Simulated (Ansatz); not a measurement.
## GaN: clamped-ion strain scan

All numbers below come from DFT PBEsol, scalar-relativistic, plane waves, PAW (Ansatz 0.2.0). Cutoff 420 eV, Γ-centred 14×14×14 k-points, Gaussian smearing of 0.03 eV. No spin polarisation. Energies are free energies at this smearing, counted from the undisturbed cell; pressure is positive in compression.

The undisturbed cell (as given, not relaxed at this level; it stands at -7.7 GPa; this rock-salt form isn't the usual structure):

```xyz
2
Lattice="0.0000 2.1352 2.1352 2.1352 0.0000 2.1352 2.1352 2.1352 0.0000" Properties=species:S:1:pos:R:3 pbc="T T T"
Ga    0.0000    0.0000    0.0000
N     2.1352    2.1352    2.1352
```

The cell is strained by ε times the Voigt pattern (0, 1, 0, 0, 0, 0) (xx, yy, zz, yz, xz, xy; engineering shear) with fractional coordinates fixed.

```tsv
ε	ΔE (meV/atom)	stress summed along the pattern (GPa, tension positive)	pressure (GPa)	gap on the mesh (eV)
-0.0600	13.2	-17.91	8.0	0.35
-0.0450	0.7	-9.77	3.2	0.33
-0.0300	-5.0	-2.90	-0.9	0.32
-0.0150	-4.9	2.87	-4.5	0.32
0.0000	0.0	7.69	-7.7	0.33
0.0150	8.9	11.69	-10.4	0.18
0.0300	21.1	14.96	-12.8	0.04
0.0450	35.9	17.57	-14.8	0.00
0.0525	44.2	18.71	-15.7	0.00
0.0600	53.0	19.72	-16.6	0.00
```

Where the gap reads zero the k-mesh, chosen for the insulator, is on the coarse side.